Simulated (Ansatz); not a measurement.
# ZnS (Wurtzite-2H) (P6_3mc) in Ansatz: further runs

One crystal, ZnS (Wurtzite-2H), is run at these levels: PBEsol; tasks: single point, equation of state.

All numbers are computed with Ansatz 0.2.0; they aren't measurements. Logs are shortened: lines on timing, memory, paths and dates and some standing lists are left out, and cuts for length are marked.

### 1 The crystal as given

It takes space group P6_3mc (No. 186, hexagonal). The conventional cell has a = 3.811 Å, b = 3.811 Å, c = 6.234 Å, α = 90.00°, β = 90.00°, γ = 120.00°. Around Zn (site symmetry 3m) lie 4 S at 2.31 to 2.40 Å. S (site symmetry 3m) has 4 Zn at 2.31 to 2.40 Å as nearest neighbours.

### 2 Single point, PBEsol, 18.43 Å³/atom (volume scaled by 0.94)

input.yaml reads:

```yaml
crystal:
  lattice:
    - [3.7332026603, 0.0, 0.0]
    - [-1.8666013302, 3.2330483413, 0.0]
    - [0.0, 0.0, 6.1067398017]
  atoms:
    - { symbol: Zn, position: [0.6666666667, 0.3333333333, 0.5] }
    - { symbol: Zn, position: [0.3333333333, 0.6666666667, 0.0] }
    - { symbol: S, position: [0.6666666667, 0.3333333333, 0.885] }
    - { symbol: S, position: [0.3333333333, 0.6666666667, 0.385] }
kpoints:
  mp_grid: { grid: [8, 8, 5] }
scf:
  occupations: { method: fermi_dirac, width: 0.05 }
hamiltonian:
  xc: pbesol
  pseudopotentials: { kind: all_electron, lapw: { basis_error: 0.002 } }
output:
  forces: true
  stress: true
  eigenvalues: true
```

Potentials or basis: all-electron LAPW, scalar-relativistic.

Run with:

```bash
$ ansatz run input.yaml --threads 2 --pin off --max-ram 6144MiB --backend cpu --events-out ev --progress --plain --runs-dir out
```

Output:

```text
Warning: RAYON_NUM_THREADS=2 ignored (pool sized by the plan → 2); use --threads N
LAPW: plane waves up to 8.551 Å⁻¹, error target 2.0e-3 eV per atom; small_component_spin mean_spin; S in spheres of 1.004 Å, 14 of its electrons in bands, Dirac shells []; Zn in spheres of 1.263 Å, 20 of its electrons in bands, Dirac shells [] (how accurate: hamiltonian.pseudopotentials.lapw.basis_error, Limitations)
Engine: ansatz 0.2.0, aarch64-unknown-linux-gnu
Pseudopotentials: kind: all_electron
Pseudopotential: Zn, LAPW, valence charge 20, lapw/all_electron/scalar/gaussian/Zn, Koelling and Harmon's equation, gaussian nucleus
Pseudopotential: S, LAPW, valence charge 14, lapw/all_electron/scalar/gaussian/S, Koelling and Harmon's equation, gaussian nucleus
Functional definition: PBEsol
  exchange = pbesol_x
  correlation = pbesol_c
Crystal: 4 atoms, lattice volume = 73.706 Å³
Basis set: ecut = 278.5936328495225 eV, 785 PW (Γ), exchange–correlation at level 2
Bands: 41, of which v1, the nominal top of the filled ones, is band 34 counted from 1 (33 counted from 0)
Symmetry: 12 space group operations
Space group: P63mc (ITA 186), of the structure as read, at distance tolerance 4.2e-5 Å
k-points: 30 of 320 (time reversal used)
Non-local potential: Zn, projectors of the file, none
Non-local potential: S, projectors of the file, none
Initial density: superposition of atomic densities (chi_scale 0.1, normalization cell, long waves kept (reshape's long-wave potential 0.00 eV rms))
Initial wavefunctions: plane waves of lowest kinetic energy (no species holds an atomic orbital)
Functional: x = pbesol(κ = 0.804, μ = 0.12345679012345678), c = pbesol(β = 0.046)
iter 1 solved again at ethr=2.71e-3 eV; its pass at ethr=1.00e-1 eV (dr2=1.84e0 eV) is discarded
SCF iter   1: F=—  HF=-119364.931659 eV  |F-HF|=—  |Δ(HF+E_count)|=         —  Δρ=4.07e-2  dr2=1.84e0  ethr=2.71e-3  ⟨swp⟩=2.0  Hψ=8344  notcnv=0
preconditioner: auto → Resta (q_TF=auto, 2.692 Å⁻¹)  ε∞=6.1  [insulator: Δε(μ)=2.569 eV  Ē_g=11.477 eV  σ=0.050 eV  W_gap=1.00  n_scr=22 (ndim 8)  ℏωp=26.0 eV  f_vac=0.085  D(μ)=0.00/eV (n_scr^D=0)  ε∞_Penn≈6.1]
SCF iter   2: F=—  HF=-119364.294861 eV  |F-HF|=—  |Δ(HF+E_count)|=   6.37e-1  Δρ=1.86e-2  dr2=3.38e-1  ethr=2.71e-3  ⟨swp⟩=2.9  Hψ=3620  notcnv=0
SCF iter   3: F=—  HF=-119364.144182 eV  |F-HF|=—  |Δ(HF+E_count)|=   1.51e-1  Δρ=1.37e-2  dr2=1.91e-1  ethr=4.98e-4  ⟨swp⟩=2.0  Hψ=3570  notcnv=0
SCF iter   4: F=—  HF=-119364.069084 eV  |F-HF|=—  |Δ(HF+E_count)|=   7.51e-2  Δρ=5.67e-3  dr2=2.97e-2  ethr=2.81e-4  ⟨swp⟩=2.0  Hψ=3570  notcnv=0
iter 5 solved again at ethr=1.70e-6 eV; its pass at ethr=4.37e-5 eV (dr2=1.16e-3 eV) is discarded
SCF iter   5: F=—  HF=-119364.069218 eV  |F-HF|=—  |Δ(HF+E_count)|=         —  Δρ=1.09e-3  dr2=1.15e-3  ethr=1.70e-6  ⟨swp⟩=2.0  Hψ=6053  notcnv=0
the basis was enlarged: its passes take 121.7 KiB over the memory plan, 2 of 2 planned eigensolver slots
SCF iter   6: F=—  HF=-119364.070033 eV  |F-HF|=—  |Δ(HF+E_count)|=   8.15e-4  Δρ=3.70e-4  dr2=1.53e-4  ethr=1.69e-6  ⟨swp⟩=2.9  Hψ=3410  notcnv=0
SCF iter   7: F=—  HF=-119364.070252 eV  |F-HF|=—  |Δ(HF+E_count)|=   2.19e-4  Δρ=8.40e-5  dr2=8.59e-6  ethr=2.25e-7  ⟨swp⟩=3.0  Hψ=3630  notcnv=0
SCF iter   8: F=—  HF=-119364.070266 eV  |F-HF|=—  |Δ(HF+E_count)|=   1.45e-5  Δρ=2.33e-5  dr2=5.64e-7  ethr=1.26e-8  ⟨swp⟩=3.0  Hψ=3680  notcnv=0
SCF iter   9: F=-119364.070266 eV  HF=-119364.070266 eV  |F-HF|=3.24e-8  |Δ(HF+E_count)|=   2.07e-7  Δρ=4.29e-6  dr2=1.73e-8  ethr=8.29e-10  ⟨swp⟩=3.0  Hψ=3576  notcnv=0
SCF 1 converged in 9 iterations: F = -119364.070266 eV  dr2 = 1.73e-8
SCF converged after 9 iterations
Free energy (F): -119364.070266 eV
Harris-Foulkes:  -119364.070266 eV  (|F-HF|=3.24e-8)
Internal energy: -119364.070266 eV  (E = F + TS)
E sigma→0 (E₀):  -119364.070266 eV
Fermi energy:    9.465588 eV
--- Per-component energies (eV) ---
  E_band       = -3707.188917
  E_kinetic    = 121245.945769
  E_xc         = -5185.998044
  E_electrostatic = -235424.017992  (all electrons and nuclei)
  E_smearing   = -0.000000  (= −TS)
  E_closure    = 0.000000  (closes the sum)
  E_atoms      = -119348.991226  (free atoms, spherical and without spin; not in F)
  Σ components = -119364.070266   (vs F -119364.070266, Δ=0.00e0)
  Basis errors (estimates in eV, not in F): energy 8.8e-4 per atom: plane waves 8.0e-4 (4.8e-4 summed), levels above the bands 5.1e-57, relativity 2.8e-8, radial functions 8.4e-5, core shells 6.8e-11; eigenvalues (radial functions only) 2.3e-6; not estimated: angular momenta, meshes, grids; target (lapw.basis_error) 2.0e-3; muffin-tin radii S 1.004 Å, Zn 1.263 Å
--- Forces (eV/Å), atoms counted from 1 ---
  atom   1  Zn    -0.00000000     0.00000000     0.38592414
  atom   2  Zn    -0.00000000    -0.00000000     0.38592414
  atom   3  S      0.00000000     0.00000000    -0.38592550
  atom   4  S      0.00000000    -0.00000000    -0.38592550
  max |Σ_I F_I| component: 2.72e-6 eV/Å
--- Stress (GPa, compression-positive) ---
        4.826511       0.000000      -0.000000
        0.000000       4.826511      -0.000000
       -0.000000      -0.000000       2.005920
  P = ⅓ Tr σ = 3.8863 GPa (38.863 kbar)
--- Band table (eV; the first three rows and the last of 30) ---
  k-point 0: bands = ["-196.1646", "-196.1646", "-141.2160", "-141.2160", "-141.2160", "-141.2160", "-141.2102", "-141.2102", "-116.5136", "-116.5136", "-70.8442", "-70.8439", "-70.8428", "-70.8428", "-70.8428", "-70.8428", "-5.4271", "-4.3668", "1.5595", "1.5595", "1.6298", "1.6298", "1.6436", "2.1108", "2.1108", "2.2073", "2.2073", "2.3212", "2.6388", "7.2833", "7.2833", "8.2255", "8.2304", "8.2304", "10.6312", "11.2215", "14.3582", "14.3582", "14.6781", "15.7560", "15.7560"]
  k-point 1: bands = ["-196.1646", "-196.1646", "-141.2160", "-141.2160", "-141.2160", "-141.2160", "-141.2102", "-141.2102", "-116.5136", "-116.5136", "-70.8442", "-70.8439", "-70.8428", "-70.8428", "-70.8428", "-70.8428", "-5.3414", "-4.4879", "1.5633", "1.5633", "1.6202", "1.6202", "1.6334", "1.9245", "2.1224", "2.1224", "2.2005", "2.2005", "3.3933", "7.3665", "7.3665", "7.4124", "8.1317", "8.1317", "11.3063", "11.3335", "14.4115", "14.4115", "14.4153", "15.5103", "15.5103"]
  k-point 2: bands = ["-196.1646", "-196.1646", "-141.2160", "-141.2160", "-141.2160", "-141.2160", "-141.2102", "-141.2102", "-116.5136", "-116.5136", "-70.8441", "-70.8440", "-70.8428", "-70.8428", "-70.8428", "-70.8428", "-5.1043", "-4.7808", "1.5763", "1.5763", "1.5979", "1.5979", "1.6262", "1.6893", "2.1503", "2.1503", "2.1801", "2.1801", "4.5984", "6.0038", "7.5908", "7.5908", "7.8824", "7.8824", "11.6380", "11.8763", "14.5661", "14.6231", "14.6231", "15.0270", "15.0270"]
  k-point 29: bands = ["-196.1646", "-196.1646", "-141.2160", "-141.2160", "-141.2160", "-141.2160", "-141.2102", "-141.2102", "-116.5136", "-116.5136", "-70.8440", "-70.8440", "-70.8430", "-70.8430", "-70.8429", "-70.8429", "-4.0981", "-4.0474", "1.6844", "1.7370", "1.7638", "1.8397", "1.9587", "1.9644", "2.1211", "2.1226", "2.4643", "2.5247", "3.0796", "3.2312", "4.7109", "5.2382", "6.5791", "6.8373", "12.5890", "12.9542", "14.0862", "14.6281", "15.3886", "15.8673", "17.6763"]
```

It took 21 s on 2 threads of Arm Neoverse V2, shared host; peak memory 0.39 GiB.

What came out:

```
Free energy            : -119364.0703 eV
Pressure               : 3.9 GPa
Largest force          : 0.386 eV/Å
Band gap on the k mesh : 2.40 eV, direct
```

### 3 Single point, PBEsol, 18.82 Å³/atom (volume scaled by 0.96)

input.yaml, as its differences from that of step 2:

```diff
@@ -2,5 +2,5 @@
   lattice:
-    - [3.7332026603, 0.0, 0.0]
-    - [-1.8666013302, 3.2330483413, 0.0]
-    - [0.0, 0.0, 6.1067398017]
+    - [3.7594936861, 0.0, 0.0]
+    - [-1.8797468431, 3.2558170375, 0.0]
+    - [0.0, 0.0, 6.1497464286]
   atoms:
```

Potentials or basis: all-electron LAPW, scalar-relativistic.

Run with:

```bash
$ ansatz run input.yaml --threads 2 --pin off --max-ram 6144MiB --backend cpu --events-out ev --progress --plain --runs-dir out
```

Run time: 19 s. Hardware: 2 threads of Arm Neoverse V2, shared host; peak memory 0.39 GiB.

It converged, with:

| Item | Value |
| --- | --- |
| Free energy | -119364.0987 eV |
| Pressure | 2.0 GPa |
| Largest force | 0.357 eV/Å |
| Band gap on the k mesh | 2.30 eV, direct |

### 4 Single point, PBEsol, 19.21 Å³/atom (volume scaled by 0.98)

input.yaml, as its differences from that of step 3:

```diff
@@ -2,5 +2,5 @@
   lattice:
-    - [3.7594936861, 0.0, 0.0]
-    - [-1.8797468431, 3.2558170375, 0.0]
-    - [0.0, 0.0, 6.1497464286]
+    - [3.7854220481, 0.0, 0.0]
+    - [-1.8927110241, 3.2782716577, 0.0]
+    - [0.0, 0.0, 6.1921598132]
   atoms:
```

Run with:

```bash
$ ansatz run input.yaml --threads 2 --pin off --max-ram 6144MiB --backend cpu --events-out ev --progress --plain --runs-dir out
```

Wall time 20 s (2 threads of Arm Neoverse V2, shared host); peak memory 0.39 GiB.

It converged, with:

```
Free energy            : -119364.1093 eV
Pressure               : 0.3 GPa
Largest force          : 0.331 eV/Å
Band gap on the k mesh : 2.21 eV, direct
```

### 5 Single point, PBEsol, 19.60 Å³/atom

input.yaml, as its differences from that of step 4:

```diff
@@ -2,5 +2,5 @@
   lattice:
-    - [3.7854220481, 0.0, 0.0]
-    - [-1.8927110241, 3.2782716577, 0.0]
-    - [0.0, 0.0, 6.1921598132]
+    - [3.811, 0.0, 0.0]
+    - [-1.9055, 3.3004228138, 0.0]
+    - [0.0, 0.0, 6.234]
   atoms:
```

Run with:

```bash
$ ansatz run input.yaml --threads 2 --pin off --max-ram 6144MiB --backend cpu --events-out ev --progress --plain --runs-dir out
```

Wall time 18 s (2 threads of Arm Neoverse V2, shared host); peak memory 0.39 GiB.

It converged, with:

```
Free energy            : -119364.1041 eV
Pressure               : -1.3 GPa
Largest force          : 0.306 eV/Å
Band gap on the k mesh : 2.11 eV, direct
```

### 6 Single point, PBEsol, 19.99 Å³/atom (volume scaled by 1.02)

input.yaml, as its differences from that of step 5:

```diff
@@ -2,5 +2,5 @@
   lattice:
-    - [3.811, 0.0, 0.0]
-    - [-1.9055, 3.3004228138, 0.0]
-    - [0.0, 0.0, 6.234]
+    - [3.8362391461, 0.0, 0.0]
+    - [-1.9181195731, 3.3222805555, 0.0]
+    - [0.0, 0.0, 6.2752859714]
   atoms:
```

Potentials or basis: all-electron LAPW, scalar-relativistic.

Run with:

```bash
$ ansatz run input.yaml --threads 2 --pin off --max-ram 6144MiB --backend cpu --events-out ev --progress --plain --runs-dir out
```

Wall time 19 s (2 threads of Arm Neoverse V2, shared host); peak memory 0.39 GiB.

The run converged. Its results:

```
Free energy            : -119364.0847 eV
Pressure               : -2.7 GPa
Largest force          : 0.283 eV/Å
Band gap on the k mesh : 2.02 eV, direct
```

### 7 Single point, PBEsol, 20.39 Å³/atom (volume scaled by 1.04)

input.yaml, as its differences from that of step 6:

```diff
@@ -2,5 +2,5 @@
   lattice:
-    - [3.8362391461, 0.0, 0.0]
-    - [-1.9181195731, 3.3222805555, 0.0]
-    - [0.0, 0.0, 6.2752859714]
+    - [3.861150488, 0.0, 0.0]
+    - [-1.930575244, 3.3438544104, 0.0]
+    - [0.0, 0.0, 6.3160357234]
   atoms:
```

Run with:

```bash
$ ansatz run input.yaml --threads 2 --pin off --max-ram 6144MiB --backend cpu --events-out ev --progress --plain --runs-dir out
```

Run time: 18 s. Hardware: 2 threads of Arm Neoverse V2, shared host; peak memory 0.39 GiB.

It converged, with:

| Property | Result |
| --- | --- |
| Free energy | -119364.0526 eV |
| Pressure | -3.9 GPa |
| Largest force | 0.262 eV/Å |
| Band gap on the k mesh | 1.93 eV, direct |

### 8 Single point, PBEsol, 20.78 Å³/atom (volume scaled by 1.06)

input.yaml, as its differences from that of step 7:

```diff
@@ -2,5 +2,5 @@
   lattice:
-    - [3.861150488, 0.0, 0.0]
-    - [-1.930575244, 3.3438544104, 0.0]
-    - [0.0, 0.0, 6.3160357234]
+    - [3.8857444663, 0.0, 0.0]
+    - [-1.9428722331, 3.3651534204, 0.0]
+    - [0.0, 0.0, 6.356266335]
   atoms:
```

Run with:

```bash
$ ansatz run input.yaml --threads 2 --pin off --max-ram 6144MiB --backend cpu --events-out ev --progress --plain --runs-dir out
```

Run time: 19 s. Hardware: 2 threads of Arm Neoverse V2, shared host; peak memory 0.39 GiB.

The run converged. Its results:

- Free energy: -119364.0091 eV
- Pressure: -5.0 GPa
- Largest force: 0.241 eV/Å
- Band gap on the k mesh: 1.85 eV, direct

### 9 Equation of state, PBEsol

Potentials or basis: all-electron LAPW, scalar-relativistic.

No new run: the results of the series are fitted here.

Results:

```
Equilibrium volume                        : 19.27 Å³/atom
Bulk modulus at fixed shape and positions : 78 GPa
Pressure derivative of the bulk modulus   : 4.5
```

Energy against volume, from the lowest point:
```
volume (Å³/atom)  energy (meV/atom)
          18.427               9.77
          18.819               2.67
          19.211               0.00
          19.603               1.30
          19.995               6.16
          20.387              14.19
          20.779              25.07
```

Caveat: the cell was scaled at fixed shape and fractional positions, which overstates the stiffness of a crystal with free parameters, most of all of layers and chains.
